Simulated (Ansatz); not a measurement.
# The polar optical mode of RbBr at 22 GPa, worked through

Level of theory: Ansatz, DFT PBEsol, scalar-relativistic, plane waves, PAW. Cutoff 420 eV, 6×6×6 k-points (Γ-centred), fixed occupations. No spin polarisation. Phonons by linear response, acoustic sum rule imposed.

The cell, relaxed at 22 GPa:
```cif
data_structure
_symmetry_space_group_name_H-M 'Pm-3m'
_symmetry_Int_Tables_number 221
_cell_length_a 3.5265
_cell_length_b 3.5265
_cell_length_c 3.5265
_cell_angle_alpha 90.000
_cell_angle_beta 90.000
_cell_angle_gamma 90.000
_cell_volume 43.86
loop_
_atom_site_label
_atom_site_type_symbol
_atom_site_symmetry_multiplicity
_atom_site_Wyckoff_symbol
_atom_site_fract_x
_atom_site_fract_y
_atom_site_fract_z
_atom_site_occupancy
Rb1 Rb 1 a 0.00000 0.00000 0.00000 1
Br1 Br 1 b 0.50000 0.50000 0.50000 1
```

Other phases may be more stable at this pressure. The run warned that the force constants aren't converged on this k mesh, so the frequencies and all that is formed from them are rough.

Linear response gives ν_TO = 191.1 cm⁻¹, Born charges ±1.215 e (positive on Rb) and ε∞ = 4.004. The primitive cell holds 43.856 Å³, and the masses are 85.468 and 79.904 amu.

**Question.** Find ν_LO and the static dielectric constant.

**Answer.** The long-wave field adds a restoring force: ω_LO² − ω_TO² = Z*²e²/(ε_vac ε∞ μV). In these units ν_LO² − ν_TO² = 4.92064×10⁷ Z*²/(μ V ε∞) cm⁻², with μ = m₁m₂/(m₁ + m₂) = 41.296 amu: 10016 cm⁻². So ν_LO = √(191.1² + 10016) = 215.7 cm⁻¹, and the run gives 215.7. Lyddane–Sachs–Teller then gives ε0 = ε∞ (ν_LO/ν_TO)² = 5.10, against 5.10 in the run (it forms both from the same three quantities, so the match checks the arithmetic only). Between ν_TO and ν_LO the dielectric function is negative and an undamped crystal reflects fully: a reststrahlen band from 46.4 to 52.3 μm.

**Question.** What do the Clausius–Mossotti polarisability and the Szigeti charge come to?

**Answer.** With the Lorentz local field, α = (3V/4π)(ε∞ − 1)/(ε∞ + 2) = 5.24 Å³ for the pair, and e_S = 3Z*/(ε∞ + 2) = 0.61 e. The Born charge includes the electrons' response to the dipole's own local field, and e_S takes that enhancement out. The Lorentz field assumes point-like polarisable ions, a poor picture once ε∞ is this large, since the electron clouds then overlap or are shared, so both numbers are formal here.

**Question.** How strongly does a slow electron couple to the LO mode?

**Answer.** For one isotropic parabolic band, Fröhlich's constant is α_F = (1/ε∞ − 1/ε0) √(m* Ry/ħω_LO), with Ry = 13.606 eV, ħω_LO = 26.7 meV and m* in free-electron masses: α_F = 0.0537 × 22.55 × √m* = 1.21 √m*. The band mass isn't part of this run; for m* = 0.1, 0.3 and 1 it gives 0.38, 0.66, 1.21. In weak coupling the polaron lies α_F ħω_LO below the band edge (18 meV at m* = 0.3) with a mass m*(1 + α_F/6); past α_F of about 5 or 6 that expansion fails. A semilocal functional's ε∞ tends to be too large, which taken alone lowers α_F.

This CsCl-type form isn't the usual stable structure of the compound at low pressure.